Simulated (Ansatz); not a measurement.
Mg₂Si: excitons and shallow donors from band masses and screening

Level of theory: Ansatz, DFT PBE, scalar-relativistic, plane waves, PAW.

Plane waves to 420 eV, a k mesh through Γ of 10×10×10 on the computed 3-atom cell and Gaussian smearing (0.01 eV); no spin polarisation.

Relaxed cell: Fm-3m, a = 6.365 Å, b = 6.365 Å, c = 6.365 Å, α = 90.00°, β = 90.00°, γ = 90.00°, 3 atoms in the primitive cell.

The calculation gives a Kohn–Sham gap of 0.22 eV, an electron mass of 0.247 mₑ and a hole mass of 0.237 mₑ (harmonic means over x, y, z and over the bands degenerate at each edge), and ε∞ = 16.77 (independent particles, mean of the diagonal). The masses depend on direction at the band edges, which the isotropic model averages.

Question: Estimate the binding energy and radius of a Wannier–Mott exciton and of a shallow donor, and say whether the hydrogenic model can hold.

Answer: The reduced mass is μ = mₙmₕ/(mₙ + mₕ) = 0.121 mₑ, with mₙ and mₕ the band masses. With E_b = 13.606 eV × μ/ε² and a = 0.529 Å × ε/μ (μ in mₑ) the exciton has E_b = 5.9 meV and a = 73 Å. For a donor μ is the electron mass: 12.0 meV and 36 Å. The exciton's radius is 16 times the shortest lattice vector (4.50 Å), so the continuum picture is reasonable. In a polar crystal the ions screen too, so a state bound more weakly than an optical phonon feels the larger static constant, which lowers the energy and widens the orbit. The other way, the small Kohn–Sham gap and the missing local fields make ε∞ too large and the masses tend to be too light, which underbinds. The edges lie at different points of the zone, so the exciton is indirect.

Cost: 4 runs of about 0.97 core-minutes in all, on Intel Xeon Platinum 8488C (Sapphire Rapids) (shared hosts).